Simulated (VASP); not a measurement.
# RuS2 (Laurite) (Pa-3) in VASP: notebook

The runs below take RuS2 (Laurite) through relaxation of cell and atoms, with PBE+D3(BJ), LDA, r2SCAN.

Everything below comes from runs of VASP 6.6.1. Logs are shortened: lines on timing, memory, paths and dates and some standing lists are left out, and cuts for length are marked.

## (1) Starting point

It takes space group Pa-3 (No. 205, cubic). Conventional cell: a = 5.611 Å, b = 5.611 Å, c = 5.611 Å, α = 90.00°, β = 90.00°, γ = 90.00°. Around Ru (site symmetry -3) lie 6 S at 2.35 Å. S (site symmetry 3) has 1 S at 2.17 Å and 3 Ru at 2.35 Å as nearest neighbours.

## (2) Relaxation of cell and atoms, PBE+D3(BJ)

File INCAR:

```
SYSTEM = RuS2
  ALGO = Fast
  EDIFF = 1E-7
  EDIFFG = -0.01
  ENCUT = 600
  GGA = PE
  IBRION = 2
  ISIF = 3
  ISMEAR = 0
  IVDW = 12
  KPAR = 4
  LASPH = .TRUE.
  LCHARG = .FALSE.
  LREAL = .FALSE.
  LWAVE = .FALSE.
  NELM = 100
  NSW = 60
  PREC = Accurate
  SIGMA = 0.02
```

File KPOINTS:

```
k-points
0
G
  4 4 4
  0 0 0
```

File POSCAR:

```
RuS2
1.0
    5.6106000000      0.0000000000      0.0000000000
    0.0000000000      5.6106000000      0.0000000000
    0.0000000000      0.0000000000      5.6106000000
Ru S
4 8
Direct
    0.0000000000      0.5000000000      0.5000000000
    0.5000000000      0.5000000000      0.0000000000
    0.5000000000      0.0000000000      0.5000000000
    0.0000000000      0.0000000000      0.0000000000
    0.3883100000      0.1116900000      0.8883100000
    0.1116900000      0.8883100000      0.3883100000
    0.8883100000      0.3883100000      0.1116900000
    0.6116900000      0.6116900000      0.6116900000
    0.6116900000      0.8883100000      0.1116900000
    0.8883100000      0.1116900000      0.6116900000
    0.1116900000      0.6116900000      0.8883100000
    0.3883100000      0.3883100000      0.3883100000
```

Potentials or basis: VASP PAW PBE potentials, release 64 (Ru_pv, S).

Started as:

```bash
cat potpaw_PBE.64/Ru_pv/POTCAR potpaw_PBE.64/S/POTCAR > POTCAR
mpirun -np 4 vasp_std > vasp.out
```

OUTCAR:

```text
SYSTEM = RuS2
   EDIFF = 1E-7
   EDIFFG = -0.01
   ENCUT = 600
   GGA = PE
   IBRION = 2
   ISIF = 3
   ISMEAR = 0
   IVDW = 12
   LASPH = .TRUE.
   LREAL = .FALSE.
   NELM = 100
   NSW = 60
   PREC = Accurate
 IVDW          = 12

 ion  position               nearest neighbor table
   1  0.000  0.500  0.500-   6 2.35   7 2.35   8 2.35  10 2.35  11 2.35  12 2.35
   2  0.500  0.500  0.000-   5 2.35   7 2.35   8 2.35   9 2.35  11 2.35  12 2.35
   3  0.500  0.000  0.500-   5 2.35   6 2.35   8 2.35   9 2.35  10 2.35  12 2.35
   4  0.000  0.000  0.000-   5 2.35   6 2.35   7 2.35   9 2.35  10 2.35  11 2.35
   5  0.388  0.112  0.888-   9 2.17   3 2.35   4 2.35   2 2.35
   6  0.112  0.888  0.388-  10 2.17   3 2.35   4 2.35   1 2.35
   7  0.888  0.388  0.112-  11 2.17   2 2.35   4 2.35   1 2.35
   8  0.612  0.612  0.612-  12 2.17   2 2.35   3 2.35   1 2.35
   9  0.612  0.888  0.112-   5 2.17   3 2.35   4 2.35   2 2.35
  10  0.888  0.112  0.612-   6 2.17   3 2.35   4 2.35   1 2.35
  11  0.112  0.612  0.888-   7 2.17   2 2.35   4 2.35   1 2.35
  12  0.388  0.388  0.388-   8 2.17   2 2.35   3 2.35   1 2.35

  LATTYP: Found a simple cubic cell.
 ALAT       =     5.6106000000

  Lattice vectors:

 A1 = (   5.6106000000,   0.0000000000,   0.0000000000)
 A2 = (   0.0000000000,   5.6106000000,   0.0000000000)
 A3 = (   0.0000000000,   0.0000000000,   5.6106000000)

Analysis of symmetry for initial positions (statically):
=====================================================================
 Subroutine PRICEL returns:
 Original cell was already a primitive cell.

 Routine SETGRP: Setting up the symmetry group for a
 simple cubic supercell.

 Subroutine GETGRP returns: Found 24 space group operations
 (whereof  6 operations were pure point group operations)
 out of a pool of 48 trial point group operations.

The static configuration has the point symmetry S_6 .
 The point group associated with its full space group is T_h .

Analysis of symmetry for dynamics (positions and initial velocities):
=====================================================================
 Subroutine PRICEL returns:
 Original cell was already a primitive cell.

 Routine SETGRP: Setting up the symmetry group for a
 simple cubic supercell.

 Subroutine GETGRP returns: Found 24 space group operations
 (whereof  6 operations were pure point group operations)
 out of a pool of 48 trial point group operations.

The dynamic configuration has the point symmetry S_6 .
 The point group associated with its full space group is T_h .

 Subroutine INISYM returns: Found 24 space group operations
 (whereof  6 operations are pure point group operations),
 and found     1 'primitive' translations

----------------------------------------------------------------------------------------

                                     Primitive cell

  volume of cell :     176.6151

  direct lattice vectors                    reciprocal lattice vectors
     5.610600000  0.000000000  0.000000000     0.178234057  0.000000000  0.000000000
     0.000000000  5.610600000  0.000000000     0.000000000  0.178234057  0.000000000
     0.000000000  0.000000000  5.610600000     0.000000000  0.000000000  0.178234057

  length of vectors
     5.610600000  5.610600000  5.610600000     0.178234057  0.178234057  0.178234057

  position of ions in fractional coordinates (direct lattice)
     0.000000000  0.500000000  0.500000000
     0.500000000  0.500000000  0.000000000
     0.500000000  0.000000000  0.500000000
     0.000000000  0.000000000  0.000000000
     0.388310000  0.111690000  0.888310000
     0.111690000  0.888310000  0.388310000
     0.888310000  0.388310000  0.111690000
     0.611690000  0.611690000  0.611690000
     0.611690000  0.888310000  0.111690000
     0.888310000  0.111690000  0.611690000
     0.111690000  0.611690000  0.888310000
     0.388310000  0.388310000  0.388310000

  ion indices of the primitive-cell ions
   primitive index   ion index
                 1           1
                 2           2
                 3           3
                 4           4
                 5           5
                 6           6
                 7           7
                 8           8
                 9           9
                10          10
                11          11
                12          12

----------------------------------------------------------------------------------------

 KPOINTS: k-points

Automatic generation of k-mesh.
 Grid dimensions read from file:
 generate k-points for:    4    4    4

 Generating k-lattice:

  Cartesian coordinates                     Fractional coordinates (reciprocal lattice)
     0.044558514  0.000000000  0.000000000     0.250000000  0.000000000  0.000000000
     0.000000000  0.044558514  0.000000000     0.000000000  0.250000000  0.000000000
     0.000000000  0.000000000  0.044558514     0.000000000  0.000000000  0.250000000

  Length of vectors
     0.044558514  0.044558514  0.044558514

  Shift w.r.t. Gamma in fractional coordinates (k-lattice)
     0.000000000  0.000000000  0.000000000

 Subroutine IBZKPT returns following result:
 ===========================================

 Found     11 irreducible k-points:

 Following reciprocal coordinates:
            Coordinates               Weight
  0.000000  0.000000  0.000000      1.000000
  0.250000  0.000000  0.000000      6.000000
  0.500000  0.000000  0.000000      3.000000
  0.250000  0.250000  0.000000     12.000000
  0.500000  0.250000  0.000000      6.000000
 -0.250000  0.500000  0.000000      6.000000
  0.500000  0.500000  0.000000      3.000000
  0.250000  0.250000  0.250000      8.000000
  0.500000  0.250000  0.250000     12.000000
  0.500000  0.500000  0.250000      6.000000
  0.500000  0.500000  0.500000      1.000000
   k-points           NKPTS =     11   k-points in BZ     NKDIM =     11   number of bands    NBANDS=     62
   number of dos      NEDOS =    301   number of ions     NIONS =     12
   total plane-waves  NPLWV = 110592
   dimension x,y,z NGX =    48 NGY =   48 NGZ =   48
   dimension x,y,z NGXF=    96 NGYF=   96 NGZF=   96
   ions per type =               4   8
   NGX,Y,Z   is equivalent  to a cutoff of  14.22, 14.22, 14.22 a.u.
   NGXF,Y,Z  is equivalent  to a cutoff of  28.45, 28.45, 28.45 a.u.
 SYSTEM =  RuS2
   PREC   = accura    normal or accurate (medium, high low for compatibility)
   ISTART =      0    job   : 0-new  1-cont  2-samecut
   ICHARG =      2    charge: 1-file 2-atom 10-const
   ISPIN  =      1    spin polarized calculation?
   LNONCOLLINEAR =      F non collinear calculations
   LSORBIT =      F    spin-orbit coupling
   LASPH  =      T    aspherical Exc in radial PAW
   ENCUT  =  600.0 eV  44.10 Ry    6.64 a.u.  11.21 11.21 11.21*2*pi/ulx,y,z
   NELM   =    100;   NELMIN=  2; NELMDL= -5     # of ELM steps
   EDIFF  = 0.1E-06   stopping-criterion for ELM
   LREAL  =      F    real-space projection
   EDIFFG = -.1E-01   stopping-criterion for IOM
   NSW    =     60    number of steps for IOM
   IBRION =      2    ionic relax: 0-MD 1-quasi-New 2-CG
   NFREE  =      1    steps in history (QN), initial steepest desc. (CG)
   ISIF   =      3    stress and relaxation
   ISYM   =      2    0-nonsym 1-usesym 2-fastsym
   POTIM  = 0.5000    time-step for ionic-motion
   TEBEG  =    0.0;   TEEND  =   0.0 temperature during run
   PSTRESS=    0.0 pullay stress
   NELECT =     104.0000    total number of electrons
   NUPDOWN=      -1.0000    fix difference up-down
   EMIN   =  10.00;   EMAX   =-10.00  energy-range for DOS
   EFERMI =   0.00;   METHOD = LEGACY
   ISMEAR =     0;   SIGMA  =   0.02  broadening in eV -4-tet -1-fermi 0-gaus
   EFERMI_NEDOS =   21; number of points for ismear=-14 and -15
   IALGO  =     68    algorithm
   IMIX   =      4    mixing-type and parameters
     AMIX     =   0.40;   BMIX     =  1.00
     AMIX_MAG =   1.60;   BMIX_MAG =  1.00
  volume/ion in A,a.u.               =      14.72        99.32
  Fermi-wavevector in a.u.,A,eV,Ry     =   1.372176  2.593038 25.617978  1.882868
  Thomas-Fermi vector in A             =   2.497807
   LORBIT       =      0    0 simple, 1 ext, 2 COOP (PROOUT), +10 PAW based schemes
   GGA     = PE    functional components
   LHFCALC =     F    Hartree Fock is set to
   AEXX    =    0.0000 exact exchange contribution
   IVDW    =    12    specifies the selected vdW correction
   LEPSILON=     F    determine dielectric tensor
   LRPA    =     F    only Hartree local field effects (RPA)
 conjugate gradient relaxation of ions
 non-spin polarized calculation
 RMM-DIIS sequential band-by-band and
 Gauss-broadening in eV      SIGMA  =   0.02
  energy-cutoff  :      600.00
  volume of cell :      176.62
 maximum number of plane-waves:      5940
 NGX is ok and might be reduce to    48
   NGX = 23   NGY = 23   NGZ = 23

--------------------------------------- Ionic step        1  -------------------------------------------

 number of electron     103.9999979 magnetization

 Free energy of the ion-electron system (eV)
  ---------------------------------------------------
  ext. energy  EPLUGINS =         0.00000000
  ---------------------------------------------------
  free energy    TOTEN  =       -76.55527525 eV

  energy without entropy =      -76.55527525  energy(sigma->0) =      -76.55527525

------------------------ aborting loop because EDIFF is reached ----------------------------------------

 Edisp (eV)   -5.65300

 E8    (eV) :    -2.2525

  FORCE on cell =-STRESS in cart. coord.  units (eV):
  Direction    XX          YY          ZZ          XY          YZ          ZX
  --------------------------------------------------------------------------------------
  -------------------------------------------------------------------------------------
  Total      -1.82517    -1.82517    -1.82517    -0.00000     0.00000    -0.00000
  in kB     -16.55715   -16.55715   -16.55715    -0.00000     0.00000    -0.00000
  external pressure =      -16.56 kB  Pullay stress =        0.00 kB
[... 181 lines left out ...]
  energy  without entropy=      -82.2272294254  energy(sigma->0) =      -82.22722943

--------------------------------------- Ionic step        5  -------------------------------------------

 number of electron     103.9999988 magnetization

 Free energy of the ion-electron system (eV)
  ---------------------------------------------------
  ext. energy  EPLUGINS =         0.00000000
  ---------------------------------------------------
  free energy    TOTEN  =       -76.52347556 eV

  energy without entropy =      -76.52347556  energy(sigma->0) =      -76.52347556

 E-fermi :   9.2217     XC(G=0): -11.9995

 val. band max:        9.1167256706   @ k =   0.5000   0.0000   0.0000
 cond. band min:       9.7275558380   @ k =   0.0000   0.0000   0.0000
 fundamental gap:      0.6108301673
 Fermi energy:         9.2216717624

 k-point     1 :       0.0000    0.0000    0.0000
  band No.  band energies     occupation
      1     -32.8518      2.00000
      2     -32.8518      2.00000
      3     -32.8518      2.00000
      4     -32.8416      2.00000
      5     -32.8416      2.00000
      6     -32.8382      2.00000
[... 747 lines left out ...]
  FREE ENERGIE OF THE ION-ELECTRON SYSTEM (eV)
  ---------------------------------------------------
  free  energy   TOTEN  =       -82.2272781958 eV

  energy  without entropy=      -82.2272781958  energy(sigma->0) =      -82.22727820

 reached required accuracy - stopping structural energy minimisation
```

It took 3.4 min on 4 MPI ranks of Intel Xeon Platinum 8259CL at 2.50GHz (Skylake/Cascade Lake), shared host; peak memory 0.42 GiB.

Results:

| Property | Result |
| --- | --- |
| Free energy | -82.2273 eV |
| Relaxed volume | 14.59 Å³/atom |
| Relaxed cell | a = 5.594 Å, b = 5.594 Å, c = 5.594 Å, α = 90.00°, β = 90.00°, γ = 90.00° |
| Space group after relaxing (to 0.05 Å) | Pa-3 (No. 205) |
| Energy gained by relaxing | 1.6 meV/atom |
| Ionic steps | 5 |
| Pressure after relaxing | 0.0 GPa |
| Band gap on the k mesh | 0.61 eV, indirect (least direct gap 0.84 eV) |
| Dispersion energy per atom | -0.475 eV |

The path:
```tsv
step	energy change (eV)	largest force (eV/Å)	pressure (GPa)	volume (Å³)
1	0.0000	0.2112	-1.66	176.62
2	-0.0007	0.0376	2.55	172.76
3	-0.0147	0.1248	0.42	174.64
4	-0.0190	0.0132	0.03	175.00
5	-0.0190	0.0008	0.00	175.04
```

Final structure:
```
Ru S
1.0
     5.59390    0.00000    0.00000
     0.00000    5.59390    0.00000
     0.00000    0.00000    5.59390
Ru S
4 8
Direct
  0.00000 0.50000 0.50000
  0.50000 0.50000 0.00000
  0.50000 0.00000 0.50000
  0.00000 0.00000 0.00000
  0.38700 0.11300 0.88700
  0.11300 0.88700 0.38700
  0.88700 0.38700 0.11300
  0.61300 0.61300 0.61300
  0.61300 0.88700 0.11300
  0.88700 0.11300 0.61300
  0.11300 0.61300 0.88700
  0.38700 0.38700 0.38700
```

A k mesh can miss the band edges. As with any semilocal functional, this PBE gap is likely too small.

(Part 1 of 2 ends here.)
